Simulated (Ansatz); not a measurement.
# Ga2O3 (C2/m): the equilibrium volume, part 2 of 2

At what volume is Ga2O3 (C2/m) free of pressure?

Ansatz 0.2.0; DFT PBE, scalar-relativistic, plane waves, PAW.

## Step 3: Relaxing cell and atoms

input.yaml reads:

```yaml
crystal:
  lattice:
    - [6.1402367086, -1.5237836756, 0.0]
    - [6.1402367086, 1.5237836756, 0.0]
    - [-1.3841308865, 0.0, 5.6503488592]
  atoms:
    - { symbol: Ga, position: [0.3411617, 0.3411617, 0.68526966] }
    - { symbol: Ga, position: [0.6588383, 0.6588383, 0.31473034] }
    - { symbol: Ga, position: [0.9095256, 0.9095256, 0.205214] }
    - { symbol: Ga, position: [0.0904744, 0.0904744, 0.794786] }
    - { symbol: O, position: [0.50353087, 0.50353087, 0.74333591] }
    - { symbol: O, position: [0.49646913, 0.49646913, 0.25666409] }
    - { symbol: O, position: [0.82662894, 0.82662894, 0.43676984] }
    - { symbol: O, position: [0.17337106, 0.17337106, 0.56323016] }
    - { symbol: O, position: [0.16450498, 0.16450498, 0.10915408] }
    - { symbol: O, position: [0.83549502, 0.83549502, 0.89084592] }
basis:
  ecutwfc: 420
kpoints:
  mp_grid: { grid: [8, 8, 4] }
hamiltonian:
  xc: pbe
scf:
  occupations: { method: gaussian, width: 0.02 }
output:
  forces: true
  stress: true
  eigenvalues: true
relax:
  adjacent_minimum: "off"
  f_tol: 0.005
  max_steps: 80
  cell: { stress_tol: 0.05 }
```

Command:

```
ansatz run input.yaml --threads 8 --pin off --max-ram 16384MiB --backend cpu --events-out ev --progress --plain --runs-dir out
```

Standard output:

```text
Warning: RAYON_NUM_THREADS=8 ignored (pool sized by the plan → 8); use --threads N
basis.fft_grid_basis auto: the FFT boxes are laid along the combinations [[1, -1, 0], [0, 1, 0], [0, 0, 1]] of the cell's own vectors, 3.048, 6.326 and 5.817 Å long. The dense box has 24×45×40 points. Along the cell's own vectors, as sized, it would have 45×45×40, 1.88 times as many. Of the 4 symmetry operations that the crystal satisfies within crystal.symmetry.tolerance (time reversal apart; of a slab, those that keep its plane) the dense box along the cell's own vectors carries 4, and the one as laid loses 2 of those. basis.fft_grid_basis: typed keeps the cell's own vectors: state it where this run's energies or levels are differenced outside the engine with another run's, or held beside a run that keeps those vectors.
Engine: ansatz 0.2.0, aarch64-unknown-linux-gnu
Pseudopotentials: kind: paw
Pseudopotential: Ga, paw, valence charge 13, recommended cutoff 420 eV (normal), Ga.paw.azcp
Pseudopotential: O, paw, valence charge 6, recommended cutoff 420 eV (normal), O.paw.azcp
Functional definition: PBE
  parameter kappa = 0.804
  parameter beta = 0.06672455060314922
  exchange = pbe_x(kappa = kappa, mu = beta*pi^2/3)
  correlation = pbe_c(beta = beta)
Crystal: 10 atoms, lattice volume = 105.734 Å³
Basis set: ecut = 420 eV, 2047 PW (Γ), FFT grids on a1−a2, a2, a3, exchange–correlation on 48×90×80 points (8 copies of the dense FFT grid, shifted against one another)
Bands: 54, of which v1, the nominal top of the filled ones, is band 44 counted from 1 (43 counted from 0)
Symmetry: 4 space group operations
Space group: C2/m (ITA 12), of the structure as read, at distance tolerance 4.7e-5 Å
k-points: 78 of 256
Non-local potential: Ga, projectors of the file, l = 0: 2, l = 1: 2, l = 2: 3, l = 3: 1
Non-local potential: O, projectors of the file, l = 0: 2, l = 1: 2, l = 2: 1
PAW form: soft (Blöchl's): semilocal exchange-correlation on the pseudo side does not see the compensation charge
PAW one-centre angular grid: Ga, 590 points (default); XC on 64 Gauss nodes
PAW one-centre angular grid: O, 110 points (default); XC on 64 Gauss nodes
Initial density: superposition of atomic densities (neutral atoms: chi_scale 0, normalization atom), corrected by the library's trained network
Initial wavefunctions: pseudopotential atomic-orbital guess
Functional: x = pbe(κ = 0.804, μ = 0.2195149727645171), c = pbe(β = 0.06672455060314922)
SCF iter   1: F=—  HF=-18540.039105 eV  |F-HF|=—  |Δ(HF+E_count)|=         —  Δρ=1.11e-3  dr2=4.12e-4  ethr=1.77e-3  ⟨swp⟩=6.2  Hψ=15519  notcnv=0  defer=8
preconditioner: auto → Resta (q_TF=auto, 2.646 Å⁻¹)  ε∞=4.7  [insulator: Δε(μ)=2.307 eV  Ē_g=17.727 eV  σ=0.020 eV  W_gap=1.00  n_scr=34 (ndim 8)  ℏωp=33.9 eV  f_vac=0.015  D(μ)=0.00/eV (n_scr^D=0)  ε∞_Penn≈4.7]
SCF iter   2: F=—  HF=-18540.040133 eV  |F-HF|=—  |Δ(HF+E_count)|=   1.03e-3  Δρ=5.88e-4  dr2=1.33e-4  ethr=4.68e-7  ⟨swp⟩=2.8  Hψ=8759  notcnv=0  defer=213
SCF iter   3: F=—  HF=-18540.040578 eV  |F-HF|=—  |Δ(HF+E_count)|=   4.45e-4  Δρ=2.21e-4  dr2=3.73e-5  ethr=1.51e-7  ⟨swp⟩=2.0  Hψ=7338  notcnv=0  defer=213
SCF iter   4: F=—  HF=-18540.040681 eV  |F-HF|=—  |Δ(HF+E_count)|=   1.04e-4  Δρ=6.22e-5  dr2=3.57e-6  ethr=4.23e-8  ⟨swp⟩=2.0  Hψ=6895  notcnv=0  defer=213
SCF iter   5: F=—  HF=-18540.040684 eV  |F-HF|=—  |Δ(HF+E_count)|=   2.76e-6  Δρ=2.85e-5  dr2=8.34e-7  ethr=4.06e-9  ⟨swp⟩=2.0  Hψ=6774  notcnv=0  defer=213
SCF iter   6: F=—  HF=-18540.040685 eV  |F-HF|=—  |Δ(HF+E_count)|=   3.55e-7  Δρ=1.45e-5  dr2=1.72e-7  ethr=9.48e-10  ⟨swp⟩=2.0  Hψ=7248  notcnv=0  defer=213
SCF iter   7: F=-18540.040685 eV  HF=-18540.040685 eV  |F-HF|=7.84e-9  |Δ(HF+E_count)|=   4.50e-8  Δρ=3.94e-6  dr2=1.05e-8  ethr=1.14e-10  ⟨swp⟩=8.9  Hψ=17456  notcnv=0
SCF 1 converged in 7 iterations: F = -18540.040685 eV  dr2 = 1.05e-8
relax step   1: F+E_penalty+E_count = -18540.04068463 eV  Δ(F+E_penalty+E_count) = +0.000e0 eV  max|allowed force component| = 1.519e-1 eV/Å  Δτ_max = 0.0000 Å  P = +6.744 GPa  Ω = 105.734 Å³  (7 SCF iters, dr2 threshold 1.00e-7 eV, accepted)
Crystal: 10 atoms, lattice volume = 107.975 Å³
Basis set: ecut = 420 eV, 2089 PW (Γ), FFT grids on a1−a2, a2, a3, exchange–correlation on 48×90×80 points (8 copies of the dense FFT grid, shifted against one another)
Initial density: handed on by an earlier stage of this run
Initial wavefunctions: those handed on with the density
iter 1 solved again at ethr=1.28e-5 eV; its pass at ethr=3.10e-3 eV (dr2=1.13e-2 eV) is discarded
SCF iter   1: F=—  HF=-18540.094778 eV  |F-HF|=—  |Δ(HF+E_count)|=         —  Δρ=3.93e-3  dr2=1.12e-2  ethr=1.28e-5  ⟨swp⟩=2.9  Hψ=19889  notcnv=0
preconditioner: auto → Resta (q_TF=auto, 2.637 Å⁻¹)  ε∞=4.7  [insulator: Δε(μ)=2.126 eV  Ē_g=17.531 eV  σ=0.020 eV  W_gap=1.00  n_scr=34 (ndim 8)  ℏωp=33.5 eV  f_vac=0.020  D(μ)=0.00/eV (n_scr^D=0)  ε∞_Penn≈4.7]
SCF iter   2: F=—  HF=-18540.091865 eV  |F-HF|=—  |Δ(HF+E_count)|=   2.91e-3  Δρ=1.37e-3  dr2=1.14e-3  ethr=1.27e-5  ⟨swp⟩=2.6  Hψ=8323  notcnv=0
SCF iter   3: F=—  HF=-18540.091834 eV  |F-HF|=—  |Δ(HF+E_count)|=   3.04e-5  Δρ=6.28e-4  dr2=3.31e-4  ethr=1.30e-6  ⟨swp⟩=1.0  Hψ=4212  notcnv=0
SCF iter   4: F=—  HF=-18540.092010 eV  |F-HF|=—  |Δ(HF+E_count)|=   1.76e-4  Δρ=1.68e-4  dr2=2.36e-5  ethr=3.76e-7  ⟨swp⟩=2.4  Hψ=7708  notcnv=0
SCF iter   5: F=—  HF=-18540.092019 eV  |F-HF|=—  |Δ(HF+E_count)|=   9.17e-6  Δρ=1.02e-4  dr2=8.76e-6  ethr=2.68e-8  ⟨swp⟩=2.0  Hψ=7594  notcnv=0
SCF iter   6: F=-18540.092019 eV  HF=-18540.092019 eV  |F-HF|=2.16e-7  |Δ(HF+E_count)|=   4.46e-7  Δρ=1.74e-5  dr2=2.65e-7  ethr=1.14e-9  ⟨swp⟩=4.3  Hψ=20348  notcnv=0
SCF 2 converged in 6 iterations: F = -18540.092019 eV  dr2 = 2.65e-7
relax step   2: F+E_penalty+E_count = -18540.09201897 eV  Δ(F+E_penalty+E_count) = -5.133e-2 eV  max|allowed force component| = 8.972e-2 eV/Å  Δτ_max = 0.0124 Å  P = +2.634 GPa  Ω = 107.975 Å³  energy of the carried Pulay correction = -1.063e-2 eV  (6 SCF iters, dr2 threshold 1.00e-6 eV, accepted)
Crystal: 10 atoms, lattice volume = 109.375 Å³
Basis set: ecut = 420 eV, 2133 PW (Γ), FFT grids on a1−a2, a2, a3, exchange–correlation on 48×90×80 points (8 copies of the dense FFT grid, shifted against one another)
iter 1 solved again at ethr=5.26e-6 eV; its pass at ethr=3.10e-3 eV (dr2=4.63e-3 eV) is discarded
SCF iter   1: F=—  HF=-18540.098925 eV  |F-HF|=—  |Δ(HF+E_count)|=         —  Δρ=2.39e-3  dr2=4.47e-3  ethr=5.26e-6  ⟨swp⟩=2.6  Hψ=19966  notcnv=0
preconditioner: auto → Resta (q_TF=auto, 2.631 Å⁻¹)  ε∞=4.6  [insulator: Δε(μ)=2.024 eV  Ē_g=17.434 eV  σ=0.020 eV  W_gap=1.00  n_scr=34 (ndim 8)  ℏωp=33.3 eV  f_vac=0.021  D(μ)=0.00/eV (n_scr^D=0)  ε∞_Penn≈4.6]
SCF iter   2: F=—  HF=-18540.097701 eV  |F-HF|=—  |Δ(HF+E_count)|=   1.22e-3  Δρ=7.34e-4  dr2=3.85e-4  ethr=5.08e-6  ⟨swp⟩=2.7  Hψ=8383  notcnv=0
SCF iter   3: F=—  HF=-18540.097829 eV  |F-HF|=—  |Δ(HF+E_count)|=   1.28e-4  Δρ=3.59e-4  dr2=1.24e-4  ethr=4.37e-7  ⟨swp⟩=1.0  Hψ=4212  notcnv=0
SCF iter   4: F=—  HF=-18540.097850 eV  |F-HF|=—  |Δ(HF+E_count)|=   2.15e-5  Δρ=8.22e-5  dr2=5.44e-6  ethr=1.41e-7  ⟨swp⟩=2.1  Hψ=7214  notcnv=0
SCF iter   5: F=—  HF=-18540.097855 eV  |F-HF|=—  |Δ(HF+E_count)|=   4.79e-6  Δρ=5.25e-5  dr2=2.32e-6  ethr=1.14e-9  ⟨swp⟩=7.3  Hψ=19822  notcnv=0
SCF iter   6: F=-18540.097854 eV  HF=-18540.097854 eV  |F-HF|=9.56e-8  |Δ(HF+E_count)|=   9.79e-7  Δρ=1.10e-5  dr2=9.40e-8  ethr=1.14e-9  ⟨swp⟩=5.8  Hψ=17603  notcnv=0
SCF 3 converged in 6 iterations: F = -18540.097854 eV  dr2 = 9.40e-8
relax step   3: F+E_penalty+E_count = -18540.09785422 eV  Δ(F+E_penalty+E_count) = -5.835e-3 eV  max|allowed force component| = 2.334e-2 eV/Å  Δτ_max = 0.0038 Å  P = +0.135 GPa  Ω = 109.375 Å³  energy of the carried Pulay correction = -1.716e-2 eV  (6 SCF iters, dr2 threshold 1.00e-6 eV, accepted)
[... 11 lines left out ...]
relax step   4: F+E_penalty+E_count = -18540.09772429 eV  Δ(F+E_penalty+E_count) = +1.299e-4 eV  max|allowed force component| = 1.605e-2 eV/Å  Δτ_max = 0.0032 Å  P = -0.019 GPa  Ω = 109.450 Å³  energy of the carried Pulay correction = -1.751e-2 eV  (6 SCF iters, dr2 threshold 1.96e-7 eV, accepted)
[... 10 lines left out ...]
relax step   5: F+E_penalty+E_count = -18540.09783291 eV  Δ(F+E_penalty+E_count) = -1.086e-4 eV  max|allowed force component| = 9.091e-3 eV/Å  Δτ_max = 0.0029 Å  P = +0.000 GPa  Ω = 109.440 Å³  energy of the carried Pulay correction = -1.746e-2 eV  (6 SCF iters, dr2 threshold 1.61e-8 eV, accepted)
[... 8 lines left out ...]
relax step   6: F+E_penalty+E_count = -18540.09784207 eV  Δ(F+E_penalty+E_count) = -9.156e-6 eV  max|allowed force component| = 1.635e-3 eV/Å  Δτ_max = 0.0009 Å  P = +0.001 GPa  Ω = 109.440 Å³  energy of the carried Pulay correction = -1.746e-2 eV  (5 SCF iters, dr2 threshold 5.17e-9 eV, accepted)
[... 12 lines left out ...]
relax step   7: F+E_penalty+E_count = -18540.11860536 eV  Δ(F+E_penalty+E_count) = -2.076e-2 eV  max|allowed force component| = 1.736e-3 eV/Å  Δτ_max = 0.0000 Å  P = +0.299 GPa  Ω = 109.440 Å³  stress off target by 3.22e-1 GPa  SCF on the basis re-selected at this cell (its energy is not comparable with the rows above)  (8 SCF iters)
[... 11 lines left out ...]
relax step   8: F+E_penalty+E_count = -18540.11788194 eV  Δ(F+E_penalty+E_count) = +7.234e-4 eV  max|allowed force component| = 1.454e-3 eV/Å  Δτ_max = 0.0023 Å  P = +0.011 GPa  Ω = 109.636 Å³  energy of the carried Pulay correction = -9.179e-4 eV  (5 SCF iters, dr2 threshold 2.60e-7 eV, accepted)
iter 1 solved again at ethr=5.19e-8 eV; its pass at ethr=3.10e-3 eV (dr2=4.57e-5 eV) is discarded
SCF iter   1: F=—  HF=-18540.118402 eV  |F-HF|=—  |Δ(HF+E_count)|=         —  Δρ=1.52e-4  dr2=6.66e-7  ethr=5.19e-8  ⟨swp⟩=3.0  Hψ=27477  notcnv=0
preconditioner: auto → Resta (q_TF=auto, 2.630 Å⁻¹)  ε∞=4.6  [insulator: Δε(μ)=2.017 eV  Ē_g=17.434 eV  σ=0.020 eV  W_gap=1.00  n_scr=34 (ndim 8)  ℏωp=33.3 eV  f_vac=0.020  D(μ)=0.00/eV (n_scr^D=0)  ε∞_Penn≈4.6]
SCF iter   2: F=—  HF=-18540.118759 eV  |F-HF|=—  |Δ(HF+E_count)|=   3.58e-4  Δρ=7.67e-5  dr2=1.76e-7  ethr=7.57e-10  ⟨swp⟩=2.0  Hψ=7582  notcnv=0
SCF iter   3: F=—  HF=-18540.118835 eV  |F-HF|=—  |Δ(HF+E_count)|=   7.57e-5  Δρ=1.38e-5  dr2=2.79e-8  ethr=2.00e-10  ⟨swp⟩=2.2  Hψ=6387  notcnv=0
SCF iter   4: F=—  HF=-18540.118837 eV  |F-HF|=—  |Δ(HF+E_count)|=   2.08e-6  Δρ=1.57e-6  dr2=1.31e-9  ethr=3.17e-11  ⟨swp⟩=2.0  Hψ=7232  notcnv=0
SCF iter   5: F=—  HF=-18540.118837 eV  |F-HF|=—  |Δ(HF+E_count)|=   1.37e-8  Δρ=6.61e-7  dr2=4.07e-10  ethr=1.48e-12  ⟨swp⟩=3.0  Hψ=8563  notcnv=0
SCF iter   6: F=-18540.118837 eV  HF=-18540.118837 eV  |F-HF|=5.46e-11  |Δ(HF+E_count)|=   2.22e-9  Δρ=1.62e-7  dr2=2.45e-11  ethr=1.00e-12  ⟨swp⟩=3.1  Hψ=15479  notcnv=0
SCF 9 converged in 6 iterations: F = -18540.118837 eV  dr2 = 2.45e-11
relax step   9: F+E_penalty+E_count = -18540.11883700 eV  Δ(F+E_penalty+E_count) = -9.551e-4 eV  max|allowed force component| = 1.553e-3 eV/Å  Δτ_max = 0.0000 Å  P = +0.018 GPa  Ω = 109.636 Å³  stress off target by 2.15e-2 GPa  SCF on the basis re-selected at this cell (its energy is not comparable with the rows above)  (6 SCF iters)
basis re-selected at this cell: Δ(F+E_penalty+E_count) = -9.551e-4 eV, ΔP = +0.006 GPa vs the last step (what re-selecting the basis moved, of the pressure what is left beyond the Pulay correction that the steps carried, after the strain that the cell walked since its last selection, with what the two solves' SCF thresholds leave and, on support functions, any second-order correction that the steps lacked; it is no measure of the basis error at this ecutwfc). This SCF's stress stands 2.15e-2 GPa from its target on what of the cell is left free (relax.cell.stress_tol is 5.00e-2 GPa) and its largest allowed force component is 1.55e-3 eV/Å (relax.f_tol is 5.00e-3 eV/Å): within both
SCF converged after 6 iterations
Free energy (F): -18540.118837 eV
Harris-Foulkes:  -18540.118837 eV  (|F-HF|=5.46e-11)
Internal energy: -18540.118837 eV  (E = F + TS)
E sigma→0 (E₀):  -18540.118837 eV
Fermi energy:    8.562706 eV
--- Per-component energies (eV) ---
  E_band       = -146.301936
  E_kinetic    = 1514.180264
  E_local      = -9271.193774  (includes V_loc(G=0)·N_el)
  E_nonlocal   = 2020.203991
  E_hartree    = 4150.798180
  E_xc         = -710.597740
  E_vxc        = -787.666371  (∫ρ·V_xc dr)
  E_paw        = -8942.046214  (= ΣΔE_a)
  E_vpaw       = -1923.437033  (= ΣTr[D̂ρ^β])
  E_aug_tail   = 0.014301  (compensation charges beyond the density's cutoff)
  E_ewald      = -7301.477844
  E_smearing   = -0.000000  (= −TS)
  E_closure    = -0.000000  (closes the sum)
  Σ components = -18540.118837   (vs F -18540.118837, Δ=0.00e0)
--- Forces (eV/Å), atoms counted from 1 ---
  atom   1  Ga     0.00083393    -0.00000000     0.00095653
  atom   2  Ga    -0.00083393     0.00000000    -0.00095653
  atom   3  Ga     0.00155310    -0.00000000     0.00017328
  atom   4  Ga    -0.00155310     0.00000000    -0.00017328
  atom   5  O      0.00083827    -0.00000000     0.00012242
  atom   6  O     -0.00083827     0.00000000    -0.00012242
  atom   7  O     -0.00043678    -0.00000000    -0.00056324
  atom   8  O      0.00043678     0.00000000     0.00056324
  atom   9  O      0.00028674    -0.00000000    -0.00002625
  atom  10  O     -0.00028674     0.00000000     0.00002625
  max |Σ_I F_I| component: 1.08e-19 eV/Å
--- Stress (GPa, compression-positive) ---
        0.021434       0.000000      -0.000638
        0.000000       0.018602       0.000000
       -0.000638       0.000000       0.013654
  P = ⅓ Tr σ = 0.0179 GPa (0.179 kbar)
--- Band table (eV; the first three rows and the last of 78) ---
  k-point 0: bands = ["-11.0492", "-10.0012", "-9.9725", "-9.8696", "-9.4253", "-9.4233", "-5.4228", "-5.3941", "-5.3895", "-5.3320", "-5.2421", "-5.2418", "-5.2266", "-5.2259", "-5.1668", "-5.0610", "-5.0489", "-5.0455", "-5.0273", "-5.0131", "-5.0063", "-4.9691", "-4.9578", "-4.8423", "-4.7145", "-4.6449", "0.7459", "1.7813", "2.8641", "3.5615", "4.1810", "4.9778", "5.1100", "5.4228", "5.6421", "5.6994", "5.9660", "6.0138", "6.5850", "6.8624", "6.9029", "7.0935", "7.2735", "7.5385", "9.5712", "12.9342", "13.8530", "14.0269", "15.1169", "15.9736", "16.5577", "16.7764", "18.5479", "19.5826"]
  k-point 1: bands = ["-10.9484", "-10.1750", "-9.9883", "-9.7874", "-9.4865", "-9.3877", "-5.4081", "-5.3959", "-5.3910", "-5.3298", "-5.3101", "-5.2526", "-5.2289", "-5.2080", "-5.1643", "-5.0659", "-5.0633", "-5.0618", "-5.0524", "-5.0176", "-5.0045", "-4.9560", "-4.9500", "-4.8069", "-4.8012", "-4.4914", "1.0045", "2.0601", "2.5988", "3.5719", "4.3047", "5.0006", "5.2005", "5.3106", "5.5676", "5.6039", "5.7881", "5.9908", "6.3463", "6.6862", "6.9178", "6.9659", "7.1291", "7.2950", "10.5261", "13.0858", "13.6085", "14.1920", "14.9385", "15.8249", "16.6070", "17.0411", "18.9697", "19.4733"]
  k-point 2: bands = ["-10.7881", "-10.3873", "-9.9971", "-9.7229", "-9.5125", "-9.3975", "-5.3969", "-5.3930", "-5.3817", "-5.3671", "-5.3122", "-5.3053", "-5.2133", "-5.1849", "-5.1675", "-5.0849", "-5.0831", "-5.0723", "-5.0433", "-5.0342", "-5.0032", "-4.9548", "-4.9182", "-4.8534", "-4.7773", "-4.4027", "1.5705", "1.8346", "2.7134", "3.4297", "4.3733", "4.9141", "5.1100", "5.3565", "5.6002", "5.6049", "5.7059", "6.0292", "6.0561", "6.1921", "6.9298", "6.9659", "7.0263", "7.2618", "11.9219", "12.1143", "13.8522", "14.3865", "15.0725", "15.1958", "17.1653", "17.1842", "18.8416", "18.9054"]
  k-point 77: bands = ["-10.6688", "-10.3048", "-10.1463", "-9.8386", "-9.5521", "-9.3364", "-5.4070", "-5.4012", "-5.4001", "-5.3802", "-5.3281", "-5.3252", "-5.2225", "-5.2072", "-5.1820", "-5.1679", "-5.0844", "-5.0830", "-5.0618", "-5.0552", "-5.0014", "-4.9787", "-4.9532", "-4.9013", "-4.4253", "-4.2802", "2.0233", "2.2722", "2.4606", "2.9647", "4.0808", "4.5393", "4.7623", "4.9932", "5.2055", "5.4966", "5.7685", "6.3482", "6.6427", "6.8554", "6.9236", "6.9246", "6.9756", "7.5492", "12.3176", "12.5429", "13.3835", "13.6666", "14.3743", "15.0213", "17.0659", "17.4437", "18.9552", "19.3042"]
--- Relaxed structure (7 steps of the walk, 7 accepted, 2 SCFs on fresh bases) ---
  F+E_penalty+E_count = -18540.11883700 eV   max|allowed force component| = 1.553e-3 eV/Å   (the final SCF, on the basis selected at the relaxed cell)
  cell:  # Å, volume = 109.6365 Å³
    - [6.227064129425642, -1.5416333308956554, 0.006229172793330754]
    - [6.227064129425642, 1.5416333308956554, 0.006229172793330754]
    - [-1.3979713163737082, 4.3920895988970835e-34, 5.708923014378125]
  atoms:
    - { symbol: Ga, position: [0.34149685508201333, 0.34149685508201333, 0.6858235339925096] }
    - { symbol: Ga, position: [0.6585031449179864, 0.6585031449179864, 0.3141764660074903] }
    - { symbol: Ga, position: [0.9100739518848645, 0.9100739518848645, 0.20527224516767853] }
    - { symbol: Ga, position: [0.08992604811513526, 0.08992604811513526, 0.794727754832321] }
    - { symbol: O, position: [0.5039749285510675, 0.5039749285510675, 0.7433111707484977] }
    - { symbol: O, position: [0.4960250714489324, 0.4960250714489324, 0.256688829251502] }
    - { symbol: O, position: [0.8263039785654356, 0.8263039785654356, 0.4356635100526209] }
    - { symbol: O, position: [0.17369602143456414, 0.17369602143456414, 0.564336489947379] }
    - { symbol: O, position: [0.16350850381886298, 0.16350850381886298, 0.10920087917413558] }
    - { symbol: O, position: [0.8364914961811367, 0.8364914961811367, 0.8907991208258642] }
```

Run time: 37 s. Hardware: 8 threads of Arm Neoverse V1, shared host; peak memory 0.82 GiB.

Step by step:

| step | energy from step 1 (meV/atom) | largest force component (eV/Å) | pressure (GPa) | volume (Å³/atom) |
| --- | --- | --- | --- | --- |
| 1 | 0.0 | 0.152 | 6.74 | 10.573 |
| 2 | -5.1 | 0.090 | 2.63 | 10.798 |
| 3 | -5.7 | 0.023 | 0.14 | 10.937 |
| 4 | -5.7 | 0.016 | -0.02 | 10.945 |
| 5 | -5.7 | 0.009 | 0.00 | 10.944 |
| 6 | -5.7 | 0.002 | 0.00 | 10.944 |
| 7 | -7.8 | 0.002 | 0.30 | 10.944 |
| 8 | -7.7 | 0.001 | 0.01 | 10.964 |
| 9 | -7.8 | 0.002 | 0.02 | 10.964 |

Step 1 is the start. Step 7 repeats a cell on a basis chosen anew, so the energy can jump there without a move. Step 9 repeats the geometry before it on a plane-wave basis chosen anew for the final cell, which shifts the energy by -0.1 meV/atom.

In short: volume 10.964 Å³/atom, pressure 0.02 GPa, mesh gap 2.02 eV.

## Step 4: The cell, before and after

The cell before and after:

| cell as typed | before | after | change |
| --- | --- | --- | --- |
| a (Å) | 6.326 | 6.415 | +1.4 % |
| b (Å) | 6.326 | 6.415 | +1.4 % |
| c (Å) | 5.817 | 5.878 | +1.0 % |
| α (°) | 103.35 | 103.29 | -0.06° |
| β (°) | 103.35 | 103.29 | -0.06° |
| γ (°) | 27.87 | 27.81 | -0.06° |
| volume (Å³/atom) | 10.573 | 10.964 | +3.7 % |
| shortest distance (Å) | 1.838 | 1.858 | +1.1 % |
| space group | C2/m | C2/m | same |

## Step 5: Summary of results

What follows sums up all 2 parts. Changes of volume or cell count from the first structure of part 1.

```
         quantity                                                                        value
           volume                                                               10.964 Å³/atom
         pressure                                                                     0.02 GPa
conventional cell  a = 12.454 Å, b = 3.083 Å, c = 5.878 Å, α = 90.00°, β = 103.70°, γ = 90.00°
  gap on the mesh                                                                      2.02 eV
```

In words: From the first run shown, the volume went from 10.57 to 10.96 Å³/atom (+3.7 %) in 2 runs, where the pressure is zero within 0.02 GPa.

The gaps are Kohn-Sham values of a semilocal functional, not quasiparticle or optical gaps. Such gaps usually fall short of the measured ones.
